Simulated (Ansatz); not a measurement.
# CaB3: from a trial structure to a relaxed crystal

Method: DFT PBE, scalar-relativistic, plane waves, PAW in Ansatz 0.2.0. Cutoff 420 eV, Γ-centred k mesh, Gaussian smearing, no spin polarisation in the final step.

CaB3 was placed on the TiAl3 (D0_22) structure type (I4/mmm, No. 139), with Ca in place of Ti, B in place of Al, at a guessed volume.

```
CELL_PARAMETERS angstrom
-1.74943 1.74943 3.90783
1.74943 -1.74943 3.90783
1.74943 1.74943 -3.90783
ATOMIC_POSITIONS crystal
Ca 0.00000 0.00000 0.00000
B 0.50000 0.50000 0.00000
B 0.25000 0.75000 0.50000
B 0.75000 0.25000 0.50000
```

Cell and atoms relax at zero pressure; the relaxation can't lower the symmetry of the start.

Energies over the elements count from the elements' standard structures at the same level, with no empirical corrections.

**Question.** Describe the relaxed structure.

**Answer.** It ends in Fm-3m (No. 225). The result has the BiF3 (D0_3) structure. Conventional cell: a = 5.595 Å. Ca has 8 B at 2.42 Å and 6 B at 2.80 Å; B on Wyckoff site b (1 atom of the primitive cell) has 8 B at 2.42 Å and 6 Ca at 2.80 Å; B on Wyckoff site c (2 atoms of the primitive cell) is coordinated by 4 B at 2.42 Å, 4 Ca at 2.42 Å and 6 B at 2.80 Å.

```xyz
4
Lattice="0.0000 2.7973 2.7973 2.7973 0.0000 2.7973 2.7973 2.7973 0.0000" Properties=species:S:1:pos:R:3 pbc="T T T"
Ca    0.0000    0.0000    0.0000
B     2.7973    2.7973    2.7973
B     1.3987    1.3987    1.3987
B     4.1960    4.1960    4.1960
```

**Question.** What are its volume, energy, density and gap?

**Answer.** The volume per atom is 10.94 Å³, the density is 2.75 g/cm³ and the energy over the elements is 1.52 eV/atom. The gap on the 16×16×16 mesh is 0 eV (a metal).

The final run used a 16×16×16 mesh on its 4-atom cell and 0.10 eV smearing. For metals, differences of a few meV/atom aren't resolved. A structure relaxed within its symmetry needn't be a true minimum. The steps took roughly 2 core-minutes in all.